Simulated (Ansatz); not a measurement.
# Si (P6_3/mmc): how far a G0W0 gap depends on its settings

How well converged is a G0W0 gap of Si, database structure?

The runs shown are made with Ansatz 0.2.0. G0W0, plane waves. Spin-unpolarised throughout; all numbers are computed.

**1. The cell**

The cell was relaxed beforehand with r2SCAN.

The symmetry is P6_3/mmc (No. 194, hexagonal); conventional cell a = 3.832 Å, c = 6.341 Å, 20.16 Å³ an atom. Around Si lie 4 Si at 2.35–2.37 Å.

As a file:

```
CELL_PARAMETERS angstrom
3.83212 0.00000 0.00000
-1.91606 3.31871 0.00000
0.00000 0.00000 6.34124
ATOMIC_POSITIONS crystal
Si 0.33333 0.66667 0.06306
Si 0.66667 0.33333 0.56306
Si 0.33333 0.66667 0.43694
Si 0.66667 0.33333 0.93694
```

**2. 131 empty bands, 80 eV**

File input.yaml:

```yaml
crystal:
  lattice:
    - [3.8321167759, 0.0, 0.0]
    - [-1.916058388, 3.3187104782, 0.0]
    - [0.0, 0.0, 6.3412387344]
  atoms:
    - { symbol: Si, position: [0.3333333333, 0.6666666667, 0.0630612455] }
    - { symbol: Si, position: [0.6666666667, 0.3333333333, 0.5630612455] }
    - { symbol: Si, position: [0.3333333333, 0.6666666667, 0.4369387545] }
    - { symbol: Si, position: [0.6666666667, 0.3333333333, 0.9369387545] }
kpoints:
  mp_grid: { grid: [6, 6, 2] }
hamiltonian:
  xc: r2scan
scf:
  occupations: { method: fixed }
gw:
  n_empty_bands: 131
  ecut_chi: 80
  qp_bands: [v2, c2]
  qp_kpoints: band_edges
  screening: { model: contour_deformation }
```

On the command line:

```bash
> ansatz run input.yaml --threads 2 --pin off --max-ram 3686MiB --backend cpu --events-out ev --progress --plain --runs-dir out
```

The log of the run (excerpt; [...] marks lines left out):

```text
Warning: RAYON_NUM_THREADS=2 ignored (pool sized by the plan → 2); use --threads N
[...]
Pseudopotentials: kind: paw
Pseudopotential: Si, paw, valence charge 4, recommended cutoff 500 eV (meta_gga), Si.paw.azcp
Functional definition: r2SCAN
[...]
Crystal: 4 atoms, lattice volume = 80.646 Å³
Basis set: ecut = 500 eV, 2033 PW (Γ), exchange–correlation on 120×120×192 points (64 copies of the dense FFT grid, shifted against one another)
Bands: 12, of which v1, the nominal top of the filled ones, is band 8 counted from 1 (7 counted from 0)
Symmetry: 24 space group operations
Space group: P63/mmc (ITA 194), of the structure as read, at distance tolerance 4.3e-5 Å
k-points: 14 of 72
[...]
    11    10      8.2324    -6.9079    -3.8429   -10.8856  0.7770     8.3673     8.3670  root
    12     7      2.6133   -14.3919     2.2368   -11.9292  0.7333     2.3864     2.3873  root
    12     8      2.8588   -14.5161     2.3045   -11.9740  0.7354     2.6202     2.6212  root
    12     9      7.3293    -5.2722    -3.6686    -9.0058  0.7875     7.3943     7.3943  root
    12    10     12.1003    -5.4341    -4.6745   -10.0908  0.7478    12.0825    12.0825  root
    13     7      4.2316   -14.9037     1.7572   -12.9316  0.7558     4.0159     4.0166  root
    13     8      4.2316   -14.9037     1.7572   -12.9316  0.7558     4.0159     4.0166  root
    13     9      8.1713    -6.8094    -3.9132   -10.8770  0.7773     8.3259     8.3256  root
    13    10      8.1713    -6.8094    -3.9132   -10.8770  0.7773     8.3259     8.3256  root
```

Wall time 26 s (2 threads of Arm Neoverse V2, shared host); peak memory 0.51 GiB.

On its 6×6×2 mesh the gap goes from 0.61 eV (r2SCAN) to 0.90 eV, a shift of +0.29 eV, with 131 empty bands and a screening cutoff of 80 eV. The renormalisation factors Z of the two edge bands lie between 0.74 and 0.79.

**3. 303 empty bands, 140 eV**

Edit input.yaml of step 2 so:

```diff
@@ -17,4 +17,4 @@
 gw:
-  n_empty_bands: 131
-  ecut_chi: 80
+  n_empty_bands: 303
+  ecut_chi: 140
   qp_bands: [v2, c2]
```

On the command line:

```bash
> ansatz run input.yaml --threads 2 --pin off --max-ram 3686MiB --backend cpu --events-out ev --progress --plain --runs-dir out
```

The log of the run (excerpt; [...] marks lines left out):

```text
Warning: RAYON_NUM_THREADS=2 ignored (pool sized by the plan → 2); use --threads N
[...]
Pseudopotentials: kind: paw
Pseudopotential: Si, paw, valence charge 4, recommended cutoff 500 eV (meta_gga), Si.paw.azcp
Functional definition: r2SCAN
[...]
Crystal: 4 atoms, lattice volume = 80.646 Å³
Basis set: ecut = 500 eV, 2033 PW (Γ), exchange–correlation on 120×120×192 points (64 copies of the dense FFT grid, shifted against one another)
[...]
    12     9      7.3293    -5.2722    -3.7728    -9.0058  0.7869     7.2901     7.2901  root
    12    10     12.1003    -5.4341    -4.8527   -10.0908  0.7468    11.9047    11.9043  root
    13     7      4.2316   -14.9037     1.5684   -12.9316  0.7542     3.8258     3.8279  root
    13     8      4.2316   -14.9037     1.5684   -12.9316  0.7542     3.8258     3.8279  root
    13     9      8.1713    -6.8094    -4.0560   -10.8770  0.7764     8.1829     8.1829  root
    13    10      8.1713    -6.8094    -4.0560   -10.8770  0.7764     8.1829     8.1829  root
```

It took 1.9 min on 2 threads of Arm Neoverse V2, shared host; peak memory 0.79 GiB.

On its 6×6×2 mesh the gap goes from 0.61 eV (r2SCAN) to 1.01 eV, a shift of +0.40 eV, with 303 empty bands and a screening cutoff of 140 eV. The renormalisation factors Z of the two edge bands lie between 0.73 and 0.79.

**4. 557 empty bands, 210 eV**

Edit input.yaml of step 3 so:

```diff
@@ -17,4 +17,4 @@
 gw:
-  n_empty_bands: 303
-  ecut_chi: 140
+  n_empty_bands: 557
+  ecut_chi: 210
   qp_bands: [v2, c2]
```

On the command line:

```bash
> ansatz run input.yaml --threads 2 --pin off --max-ram 3686MiB --backend cpu --events-out ev --progress --plain --runs-dir out
```

The log of the run (excerpt; [...] marks lines left out):

```text
Warning: RAYON_NUM_THREADS=2 ignored (pool sized by the plan → 2); use --threads N
[...]
Pseudopotentials: kind: paw
Pseudopotential: Si, paw, valence charge 4, recommended cutoff 500 eV (meta_gga), Si.paw.azcp
Functional definition: r2SCAN
[...]
Crystal: 4 atoms, lattice volume = 80.646 Å³
Basis set: ecut = 500 eV, 2033 PW (Γ), exchange–correlation on 120×120×192 points (64 copies of the dense FFT grid, shifted against one another)
[...]
    12     9      7.3293    -5.2722    -3.8078    -9.0058  0.7868     7.2552     7.2551  root
    12    10     12.1003    -5.4341    -4.9110   -10.0908  0.7479    11.8467    11.8460  root
    13     7      4.2316   -14.9037     1.5043   -12.9316  0.7545     3.7606     3.7637  root
    13     8      4.2316   -14.9037     1.5043   -12.9316  0.7545     3.7606     3.7637  root
    13     9      8.1713    -6.8094    -4.1070   -10.8770  0.7762     8.1320     8.1319  root
    13    10      8.1713    -6.8094    -4.1070   -10.8770  0.7762     8.1320     8.1319  root
```

It took 9.4 min on 2 threads of Arm Neoverse V2, shared host; peak memory 1.5 GiB.

With 557 empty bands and 210 eV for the screening, the 6×6×2 mesh shows 0.61 eV for r2SCAN and 1.05 eV for the quasiparticles (+0.44 eV). The renormalisation factors Z of the two edge bands lie between 0.73 and 0.79.

**5. Starting from HSE06**

Edit input.yaml of step 4 so:

```diff
@@ -13,3 +13,3 @@
 hamiltonian:
-  xc: r2scan
+  xc: hse06
 scf:
@@ -17,4 +17,4 @@
 gw:
-  n_empty_bands: 557
-  ecut_chi: 210
+  n_empty_bands: 303
+  ecut_chi: 140
   qp_bands: [v2, c2]
```

On the command line:

```bash
> ansatz run input.yaml --threads 2 --pin off --max-ram 3686MiB --backend cpu --events-out ev --progress --plain --runs-dir out
```

The log of the run:

```text
Warning: RAYON_NUM_THREADS=2 ignored (pool sized by the plan → 2); use --threads N
Engine: ansatz 0.2.0, aarch64-unknown-linux-gnu
Pseudopotentials: kind: paw
Pseudopotential: Si, paw, valence charge 4, recommended cutoff 420 eV (normal), Si.paw.azcp
Functional definition: HSE06
  parameter a = 0.25
  parameter omega = 0.11/bohr
  exchange = pbe_x - a*pbe_x_sr(omega) + a*exact_x_sr(omega)
  correlation = pbe_c
davidson cushion auto → on  (no smearing: the cushion is to keep the highest requested band from converging to the state above it; pin scf.eigensolver.cushion to override)
Crystal: 4 atoms, lattice volume = 80.646 Å³
Basis set: ecut = 420 eV, 1581 PW (Γ)
Bands: 12, of which v1, the nominal top of the filled ones, is band 8 counted from 1 (7 counted from 0)
Symmetry: 24 space group operations
Space group: P63/mmc (ITA 194), of the structure as read, at distance tolerance 4.3e-5 Å
k-points: 14 of 72
Non-local potential: Si, projectors of the file, l = 0: 2, l = 1: 2, l = 2: 2
PAW form: soft (Blöchl's): semilocal exchange-correlation on the pseudo side does not see the compensation charge
PAW frozen core: Si, regenerated for the run's functional, and the local potential with it (the file was generated under x = pbe(κ = 0.804, μ = 0.2195149727645171), c = pbe(β = 0.06672455060314922))
PAW one-centre angular grid: Si, 110 points (default); XC on 64 Gauss nodes
Initial density: superposition of atomic densities (neutral atoms: chi_scale 0, normalization atom), corrected by the library's trained network
Initial wavefunctions: pseudopotential atomic-orbital guess
Functional: x = pbe(κ = 0.804, μ = 0.2195149727645171), c = pbe(β = 0.06672455060314922), warm-up for x = pbe(κ = 0.804, μ = 0.2195149727645171) + 0.25 (exact − pbe) at short range (hse, ω = 0.20786987370883472 Å⁻¹), c = pbe(β = 0.06672455060314922); HSE06 as pw.x's `hse` composes it (authors' and Libxc's form: `xc: wpbeh`)
SCF iter   1: F=—  HF=-2543.169798 eV  |F-HF|=—  |Δ(HF+E_count)|=         —  Δρ=1.40e-3  dr2=1.39e-3  ethr=1.77e-3  ⟨swp⟩=8.2  Hψ=952  notcnv=0
preconditioner: auto → none  [insulator: Δε(μ)=0.419 eV  Ē_g=7.913 eV  n_scr=10 (ndim 8)  ℏωp=16.5 eV  f_vac=0.000]
SCF iter   2: F=—  HF=-2543.170628 eV  |F-HF|=—  |Δ(HF+E_count)|=   8.30e-4  Δρ=5.94e-4  dr2=1.98e-4  ethr=8.71e-6  ⟨swp⟩=4.6  Hψ=620  notcnv=0  defer=8
iter 3 solved again at ethr=4.24e-8 eV; its pass at ethr=1.24e-6 eV (dr2=6.78e-6 eV) is discarded
SCF iter   3: F=-2543.170896 eV  HF=-2543.170879 eV  |F-HF|=1.69e-5  |Δ(HF+E_count)|=   2.52e-4  Δρ=1.14e-4  dr2=7.06e-6  ethr=4.24e-8  ⟨swp⟩=3.4  Hψ=989  notcnv=0  defer=3
SCF 1 stopped early in 3 iterations: F = -2543.170896 eV  dr2 = 7.06e-6
Initial density: handed on by an earlier stage of this run
Initial wavefunctions: those handed on with the density
Functional: x = pbe(κ = 0.804, μ = 0.2195149727645171) + 0.25 (exact − pbe) at short range (hse, ω = 0.20786987370883472 Å⁻¹), c = pbe(β = 0.06672455060314922); HSE06 as pw.x's `hse` composes it (authors' and Libxc's form: `xc: wpbeh`)
Exchange kernel: α = 0.2500, screened, ω = 0.2079 Å⁻¹, Wigner–Seitz truncation, v(0) = 1028.7760 eV·Å³, q-mesh 6×6×2, nearest image of the exchange supercell L = 12.68 Å, pair-density grid 15×15×24, without the augmentation charges, whose exchange is taken in its separable form by FFT convolution over the k-point mesh (sized by the pseudopotential files, 24×24×45 at the most), smooth part of the exact exchange by density-matrix convolution
Frozen-core exchange: fock
SCF iter   1: F=—  HF=-2545.119609 eV  |F-HF|=—  |Δ(HF+E_count)|=         —  Δρ=2.97e-3  dr2=5.53e-3  ethr=4.41e-7  ⟨swp⟩=7.4  Hψ=1073  notcnv=0
preconditioner: auto → none  [insulator: Δε(μ)=0.927 eV  Ē_g=9.149 eV  n_scr=10 (ndim 8)  ℏωp=16.5 eV  f_vac=0.000]
SCF iter   2: F=—  HF=-2545.117427 eV  |F-HF|=—  |Δ(HF+E_count)|=   2.18e-3  Δρ=1.37e-3  dr2=1.64e-3  ethr=4.41e-7  ⟨swp⟩=4.1  Hψ=662  notcnv=0
SCF iter   3: F=—  HF=-2545.123139 eV  |F-HF|=—  |Δ(HF+E_count)|=   5.71e-3  Δρ=5.12e-4  dr2=1.70e-4  ethr=4.41e-7  ⟨swp⟩=4.5  Hψ=717  notcnv=0
SCF iter   4: F=—  HF=-2545.123086 eV  |F-HF|=—  |Δ(HF+E_count)|=   5.35e-5  Δρ=5.87e-5  dr2=1.98e-5  ethr=4.41e-7  ⟨swp⟩=2.3  Hψ=398  notcnv=0
SCF iter   5: F=-2545.123253 eV  HF=-2545.123256 eV  |F-HF|=3.17e-6  |Δ(HF+E_count)|=   1.70e-4  Δρ=9.19e-5  dr2=6.65e-6  ethr=8.99e-9  ⟨swp⟩=4.6  Hψ=738  notcnv=0
SCF 2 stopped early in 5 iterations: F = -2545.123253 eV  dr2 = 6.65e-6
hybrid outer 1: dexx = +7.502e-3 eV, tail = 1.82e-5 eV
Exchange kernel: α = 0.2500, screened, ω = 0.2079 Å⁻¹, Wigner–Seitz truncation, v(0) = 1028.7760 eV·Å³, q-mesh 6×6×2, nearest image of the exchange supercell L = 12.68 Å, pair-density grid 15×15×24, without the augmentation charges, whose exchange is taken in its separable form by FFT convolution over the k-point mesh (sized by the pseudopotential files, 24×24×45 at the most), smooth part of the exact exchange by density-matrix convolution
Frozen-core exchange: fock
SCF iter   1: F=—  HF=-2545.123214 eV  |F-HF|=—  |Δ(HF+E_count)|=         —  Δρ=1.77e-5  dr2=2.20e-7  ethr=5.69e-7  ⟨swp⟩=2.1  Hψ=394  notcnv=0
preconditioner: auto → none  [insulator: Δε(μ)=0.973 eV  Ē_g=9.165 eV  n_scr=10 (ndim 8)  ℏωp=16.5 eV  f_vac=0.000]
iter 2 solved again at ethr=8.77e-11 eV; its pass at ethr=1.30e-9 eV (dr2=1.40e-8 eV) is discarded
SCF iter   2: F=-2545.123214 eV  HF=-2545.123214 eV  |F-HF|=1.24e-9  |Δ(HF+E_count)|=   2.18e-8  Δρ=7.45e-6  dr2=2.61e-8  ethr=8.77e-11  ⟨swp⟩=2.2  Hψ=995  notcnv=0
SCF 3 converged in 2 iterations: F = -2545.123214 eV  dr2 = 2.61e-8
hybrid outer 2: dexx = +7.997e-8 eV, tail = 5.41e-8 eV, Δε = 1.25e-3 eV (about 1.55e-4 eV left of the loop's levels)
NSCF: frozen V_eff on 14 k-points
Exchange-term sweep: 0 of 14 (spin, k) points
Exchange-term sweep: 1 of 14 (spin, k) points
Exchange-term sweep: 2 of 14 (spin, k) points
Exchange-term sweep: 3 of 14 (spin, k) points
Exchange-term sweep: 4 of 14 (spin, k) points
Exchange-term sweep: 5 of 14 (spin, k) points
Exchange-term sweep: 6 of 14 (spin, k) points
Exchange-term sweep: 7 of 14 (spin, k) points
Exchange-term sweep: 8 of 14 (spin, k) points
Exchange-term sweep: 9 of 14 (spin, k) points
Exchange-term sweep: 10 of 14 (spin, k) points
Exchange-term sweep: 11 of 14 (spin, k) points
Exchange-term sweep: 12 of 14 (spin, k) points
Exchange-term sweep: 13 of 14 (spin, k) points
Exchange-term sweep: 14 of 14 (spin, k) points
G₀W₀ screening: q 1/14
G₀W₀ screening: q 2/14 (q-point 11)
G₀W₀ screening: q 3/14 (q-point 12)
G₀W₀ screening: q 4/14 (q-point 3)
G₀W₀ screening: q 5/14 (q-point 4)
G₀W₀ screening: q 6/14 (q-point 5)
G₀W₀ screening: q 7/14 (q-point 6)
G₀W₀ screening: q 8/14 (q-point 9)
G₀W₀ screening: q 9/14 (q-point 10)
G₀W₀ screening: q 10/14 (q-point 7)
G₀W₀ screening: q 11/14 (q-point 8)
G₀W₀ screening: q 12/14 (q-point 13)
G₀W₀ screening: q 13/14 (q-point 14)
G₀W₀ screening: q 14/14 (q-point 2)
G₀W₀ self-energy: k 1/12
G₀W₀ self-energy: k 2/12
G₀W₀ self-energy: k 3/12
G₀W₀ self-energy: k 4/12
G₀W₀ self-energy: k 5/12
G₀W₀ self-energy: k 6/12
G₀W₀ self-energy: k 7/12
G₀W₀ self-energy: k 8/12
G₀W₀ self-energy: k 9/12
G₀W₀ self-energy: k 10/12
G₀W₀ self-energy: k 11/12
G₀W₀ self-energy: k 12/12
hybrid SCF converged: 2 outer / 7 inner (+3 warm-up), last move |dexx| = 8.00e-8 eV, tail = 5.41e-8 eV
Stability not checked: this state was not tested for a lower state beside it, because the functional holds exact exchange (a hybrid, or Hartree-Fock), whose exchange loop this test does not read (fock_operator; see scf.lower_state_search)
Free energy (F): -2545.123214 eV
Frozen-core exchange: fock
Harris-Foulkes:  -2545.123214 eV  (|F-HF|=1.24e-9)
Internal energy: -2545.123214 eV  (E = F + TS)
E sigma→0 (E₀):  -2545.123214 eV
Fermi energy:    6.101229 eV
--- Per-component energies (eV) ---
  E_band       = 4.174115
  E_kinetic    = 161.493516
  E_local      = -109.514161  (includes V_loc(G=0)·N_el)
  E_nonlocal   = 101.147431
  E_hartree    = 30.641569
  E_xc         = -179.908484
  E_vxc        = -152.669187  (∫ρ·V_xc dr)
  E_exx        = -22.299312  (= α·E_x^exact, valence–valence)
  E_paw        = -2071.055240  (= ΣΔE_a)
  E_vpaw       = -12.967620  (= ΣTr[D̂ρ^β])
  E_aug_tail   = 0.000025  (compensation charges beyond the density's cutoff)
  E_ewald      = -455.392094
  E_core_change = -0.236465  (= ΣΔE_core)
  E_smearing   = -0.000000  (= −TS)
  E_closure    = -0.000000  (closes the sum)
  Σ components = -2545.123214   (vs F -2545.123214, Δ=0.00e0)
--- Band table (eV; the first three rows and the last of 14) ---
  k-point 0: bands = ["-7.4314", "-4.9033", "-1.8807", "4.4414", "4.4414", "5.7255", "6.1012", "6.1012", "7.7963", "8.8098"]
  k-point 1: bands = ["-6.5595", "-6.5595", "1.4776", "1.4776", "5.0994", "5.0994", "5.0994", "5.0994", "8.6189", "8.6189"]
  k-point 2: bands = ["-7.0751", "-4.5366", "-1.7157", "2.4358", "3.8546", "4.1212", "5.2296", "5.5639", "8.0715", "9.5107"]
  k-point 13: bands = ["-3.6021", "-3.6021", "-2.1048", "-2.1048", "1.2195", "1.2195", "3.9183", "3.9183", "8.3095", "8.3095"]
  guard bands above this table: 2 of the run's 12 bands. The solve was not asked for them (output.publish_guard_bands: true or output.eigenvalues: true publishes all)
--- G₀W₀: contour deformation, 7 samples at zero and on the imaginary axis and 1 off it, 72 q-points, 303 empty bands' worth ---
  eigenvalues of the whole cell's RPA ε∞ on this k-mesh (on a slab, of 1 + 4πα/V) = 8.8957, 10.4661, 10.4661; static W/v taken at q = 0 is 0.104036
  bands read: the sum over 311 bands ends inside a degenerate multiplet in 7 slots, whose members it reads at an even weight; the widest, k=1: bands 309 to 312 (counted from 1) at 3/4 each
  gw.qp_kpoints: band_edges: 12 of 14 stored k-points solved, in 1 pass; an edge of the gap read off the rows below is read off those points alone
    valence top: of the k-points left out ik 8 came nearest to being solved in a further pass, in band 8 (counted from 1, as in the quasiparticle table): it holds the edge there only if its correction is more favourable than any solved in that band by at least 1.487 eV; those differ by 0.135 eV
    conduction bottom: of the k-points left out ik 9 came nearest to being solved in a further pass, in band 10 (counted from 1, as in the quasiparticle table): it holds the edge there only if its correction is more favourable than any solved in that band by at least 2.014 eV; those differ by 0.245 eV
    ik  band        ε_KS         Σx   Σc(E_QP)       V_xc       Z   E_QP_lin       E_QP  E_QP is
     0     7      6.1012   -14.8479     0.7917   -13.7737  0.7835     5.8181     5.8187  root
     0     8      6.1012   -14.8479     0.7917   -13.7737  0.7835     5.8181     5.8187  root
     0     9      7.7963    -7.9365    -3.8389   -11.6987  0.7908     7.7196     7.7195  root
     0    10      8.8098    -6.7155    -4.0481   -10.6743  0.7812     8.7206     8.7205  root
     1     7      5.0994   -14.6999     1.0296   -13.4165  0.7790     4.8451     4.8456  root
     1     8      5.0994   -14.6999     1.0296   -13.4165  0.7790     4.8451     4.8456  root
     1     9      8.6189    -7.7212    -4.0134   -11.6499  0.7862     8.5343     8.5342  root
     1    10      8.6189    -7.7212    -4.0134   -11.6499  0.7862     8.5343     8.5342  root
     2     7      5.2296   -14.4240     0.9232   -13.2366  0.7792     4.9649     4.9654  root
     2     8      5.5639   -14.7617     0.9364   -13.5598  0.7807     5.2979     5.2985  root
     2     9      8.0715    -6.8781    -3.8312   -10.5988  0.7895     7.9611     7.9609  root
     2    10      9.5107    -7.0877    -4.4159   -11.4183  0.7742     9.4255     9.4254  root
     3     7      4.5350   -14.5960     1.1847   -13.1759  0.7751     4.2991     4.2996  root
     3     8      4.5350   -14.5960     1.1847   -13.1759  0.7751     4.2991     4.2996  root
     3     9      8.7799    -6.6538    -4.0232   -10.5620  0.7861     8.6651     8.6649  root
     3    10      8.7799    -6.6538    -4.0232   -10.5620  0.7861     8.6651     8.6649  root
     4     7      3.9147   -14.0603     1.2432   -12.5924  0.7712     3.6895     3.6900  root
     4     8      4.8117   -14.8652     1.2083   -13.4149  0.7756     4.5690     4.5696  root
     4     9      7.4025    -6.4178    -3.6951    -9.9911  0.7953     7.2808     7.2807  root
     4    10      9.5033    -6.7946    -4.2159   -10.9060  0.7828     9.3989     9.3988  root
     5     7      3.7576   -14.6992     1.4755   -13.0160  0.7680     3.5494     3.5499  root
     5     8      3.7576   -14.6992     1.4755   -13.0160  0.7680     3.5494     3.5499  root
     5     9      7.8673    -6.6146    -3.8051   -10.3012  0.7928     7.7490     7.7488  root
     5    10      7.8673    -6.6146    -3.8051   -10.3012  0.7928     7.7490     7.7488  root
     6     7      2.9114   -13.7885     1.5476   -12.0503  0.7620     2.7203     2.7209  root
     6     8      4.5186   -14.9360     1.3180   -13.3863  0.7732     4.2863     4.2868  root
     6     9      7.0745    -6.1707    -3.6648    -9.7168  0.7976     6.9559     6.9557  root
     6    10      9.1653    -6.8154    -4.1374   -10.8519  0.7857     9.0645     9.0644  root
     7     7      3.4570   -14.7707     1.5918   -12.9837  0.7648     3.2613     3.2618  root
     7     8      3.4570   -14.7707     1.5918   -12.9837  0.7648     3.2613     3.2618  root
     7     9      7.6093    -6.8194    -3.7642   -10.4586  0.7936     7.4844     7.4843  root
     7    10      7.6093    -6.8194    -3.7642   -10.4586  0.7936     7.4844     7.4843  root
    10     7      3.1826   -14.1541     1.5245   -12.4357  0.7633     2.9883     2.9887  root
    10     8      3.4423   -14.5988     1.6082   -12.7975  0.7634     3.2487     3.2491  root
    10     9      8.2941    -5.4782    -3.9179    -9.2405  0.7922     8.1387     8.1384  root
    10    10      9.1650    -6.2428    -4.1506   -10.2295  0.7830     9.0014     9.0011  root
    11     7      3.6404   -14.7485     1.5195   -13.0239  0.7665     3.4347     3.4353  root
    11     8      3.6404   -14.7485     1.5195   -13.0239  0.7665     3.4347     3.4353  root
    11     9      8.3656    -6.8254    -3.9524   -10.6707  0.7882     8.2586     8.2585  root
    11    10      8.3656    -6.8254    -3.9524   -10.6707  0.7882     8.2586     8.2585  root
    12     7      2.2141   -14.4111     1.9467   -12.3285  0.7480     2.0779     2.0782  root
    12     8      2.4585   -14.5295     2.0071   -12.3747  0.7501     2.3105     2.3108  root
    12     9      7.4786    -5.1507    -3.7486    -8.7462  0.7982     7.3256     7.3254  root
    12    10     12.2964    -5.3701    -4.7469    -9.7873  0.7565    11.9680    11.9666  root
    13     7      3.9183   -14.9388     1.4762   -13.2478  0.7683     3.7030     3.7035  root
    13     8      3.9183   -14.9388     1.4762   -13.2478  0.7683     3.7030     3.7035  root
    13     9      8.3095    -6.7395    -4.0127   -10.6655  0.7885     8.2230     8.2229  root
    13    10      8.3095    -6.7395    -4.0127   -10.6655  0.7885     8.2230     8.2229  root
```

Run time: 4.1 min. Hardware: 2 threads of Arm Neoverse V2, shared host; peak memory 1.4 GiB.

With 303 empty bands and 140 eV for the screening, the 6×6×2 mesh shows 0.97 eV for HSE06 and 1.14 eV for the quasiparticles (+0.17 eV). The renormalisation factors Z of the two edge bands lie between 0.75 and 0.80.

[end of part 1 of 2]
